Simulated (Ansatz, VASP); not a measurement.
**LiF: VASP beside Ansatz**

```
Li F
1.0
     0.00000    1.97492    1.97492
     1.97492    0.00000    1.97492
     1.97492    1.97492    0.00000
Li F
1 1
Direct
  0.00000 0.00000 0.00000
  0.50000 0.50000 0.50000
```

Change from the starting cell: hydrostatic strain -1.0%.

Alike in both runs: task single point; functional PBE; k mesh 10 × 10 × 10; occupations fermi-dirac, width 0.02 eV; no spin polarisation.

```csv
,VASP,Ansatz
version,VASP 6.6.1,Ansatz 0.2.0
potentials or method,"VASP PAW PBE potentials, release 64 (Li_sv, F)","plane waves, PAW"
plane-wave cutoff (eV),520,420
valence electrons in the cell,10,10
```

|  | VASP | Ansatz | Ansatz less VASP |
| --- | --- | --- | --- |
| gap on the k mesh at the Fermi level (eV) | 9.63 | 9.63 | -0.002 |

 A k mesh can miss the band edges.
